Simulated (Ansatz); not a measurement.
## TiTe2 in Ansatz: convergence with smearing width

Input of the first run (smearing width 0.3 eV); the others differ in this setting and in those tied to it:

File input.yaml:

```yaml
crystal:
  lattice:
    - [3.777, 0.0, 0.0]
    - [-1.8885, 3.2709779501, 0.0]
    - [0.0, 0.0, 6.498]
  atoms:
    - { symbol: Te, position: [0.3333333333, 0.6666666667, 0.7372] }
    - { symbol: Te, position: [0.6666666667, 0.3333333333, 0.2628] }
    - { symbol: Ti, position: [0.0, 0.0, 0.0] }
hamiltonian:
  xc: r2scan
  pseudopotentials: { kind: paw }
  hubbard: { sites: [{ species: Ti, l: d, u_eff: 6.2 }] }
kpoints:
  mp_grid: { grid: [7, 7, 4] }
scf:
  occupations: { method: fermi_dirac, width: 0.3 }
output:
  forces: true
  stress: true
  eigenvalues: true
```

Potentials or basis: Ansatz PAW.

Launch:

```bash
$ ansatz run input.yaml --threads 2 --pin off --max-ram 5632MiB --backend cpu --events-out ev --progress --plain --runs-dir out
```

Hardware: 2 threads of Intel(R) Xeon(R) Processor @ 2.50GHz (Skylake/Cascade Lake), with other jobs on the host.

Question: The values tried are 0.3 eV, 0.2 eV, 0.15 eV, 0.1 eV, 0.05 eV, 0.025 eV, 0.01 eV, 0.005 eV, loosest first. From which on does the energy stay within 1 meV/atom of the tightest run that finished?

Answer: From 0.1 eV on.

| smearing width | energy less the tightest run, at zero smearing (meV/atom) | pressure (GPa) | largest force (eV/Å) | gap on the mesh (eV) | SCF cycles | CPU time (s) | peak memory (GiB) |
| --- | --- | --- | --- | --- | --- | --- | --- |
| 0.3 eV | 10.08 | 8.10 | 0.199 | 0.000 | 12 | 26 | 0.66 |
| 0.2 eV | 2.91 | 8.06 | 0.146 | 0.000 | 13 | 25 | 0.65 |
| 0.15 eV | 1.17 | 8.06 | 0.126 | 0.000 | 11 | 23 | 0.65 |
| 0.1 eV | 0.34 | 8.08 | 0.111 | 0.000 | 12 | 23 | 0.66 |
| 0.05 eV | 0.05 | 8.10 | 0.098 | 0.116 | 12 | 24 | 0.65 |
| 0.025 eV | 0.03 | 8.10 | 0.090 | 0.112 | 11 | 24 | 0.65 |
| 0.01 eV | 0.00 | 8.11 | 0.085 | 0.110 | 11 | 22 | 0.65 |
| 0.005 eV | 0.00 | 8.11 | 0.085 | 0.110 | 11 | 23 | 0.65 |

Against the tightest run, the pressure stays within 0.1 GPa from 0.3 eV on; the largest force stays within 0.005 eV/Å from 0.025 eV on; the gap on the mesh stays within 0.01 eV from 0.05 eV on. The tightest run that finished is the yardstick and may itself not be fully converged.

Caveat, for the tightest run too: odd divisions of the mesh miss points on the zone boundary, where band edges often lie, so the gap on the mesh can be too wide; spin-orbit coupling is left out, which moves the levels of the heavy elements; the PAW data sets come from PBE, with cores solved anew for the run's functional, which leaves a small shift of forces and pressure; the U is typed as a test and isn't derived for this compound.
